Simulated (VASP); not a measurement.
Runs of VASP 6.6.1 on Sb. Symmetry: P2_1/m, No. 11, monoclinic system. Conventional cell: a = 3.122 Å, b = 4.348 Å, c = 4.406 Å, α = 90.00°, β = 90.51°, γ = 90.00°. Sb (site symmetry m) has 6 Sb at 3.04 to 3.15 Å as nearest neighbours. This isn't the form of Sb at room conditions, which is rhombohedral.

```tsv
task	level	potentials or basis	cell	k mesh	cutoff (eV)	mesh quality	gap on the mesh (eV)	pressure (GPa)	relaxed volume (Å³/atom)
relaxation of cell and atoms	PBEsol	VASP PAW PBE potentials, release 64 (Sb)	relaxed	6 × 4 × 4	600	coarse	none	0.0	(a)
relaxation of cell and atoms	RPBE	VASP PAW PBE potentials, release 64 (Sb)	relaxed	14 × 10 × 10	600	not flagged	none	0.0	30.73
relaxation of cell and atoms	PBE	VASP PAW PBE potentials, release 64 (Sb)	relaxed	14 × 10 × 10	600	not flagged	none	0.0	(b)
relaxation of cell and atoms	PBEsol	VASP PAW PBE potentials, release 64 (Sb)	relaxed	14 × 10 × 10	300	not flagged	none	0.0	28.73
relaxation of cell and atoms	PBEsol	VASP PAW PBE potentials, release 64 (Sb)	relaxed	14 × 10 × 10	580	not flagged	none	0.0	28.73
relaxation of cell and atoms	PBEsol	VASP PAW PBE potentials, release 64 (Sb)	relaxed	14 × 10 × 10	600	not flagged	none	0.0	28.73
single point	PBEsol	VASP PAW PBE potentials, release 64 (Sb)	as given	14 × 10 × 10	520	not flagged	none	-2.2	-
relaxation of cell and atoms	PBE+D3(BJ)	VASP PAW PBE potentials, release 64 (Sb)	relaxed	14 × 10 × 10	600	not flagged	none	0.0	28.66
relaxation of cell and atoms	LDA	VASP PAW LDA potentials, release 64 (Sb)	relaxed	14 × 10 × 10	600	not flagged	none	0.0	28.20
```

Alike in all rows: no spin polarisation; smearing gaussian 0.1 eV.

Q: Estimate the missing entries.

A: (a) 29.06; (b) 30.03.

Caveats: some runs use coarse meshes; the PAW data sets were made with another functional, which shifts forces and pressure a little (some runs); pairwise dispersion overbinds metals, which lowers pressure and volume (some runs).

A k mesh can miss the band edges, and the runs leave out spin-orbit coupling on Sb.

A gap of «none» marks a metal or a gap under the smearing width.
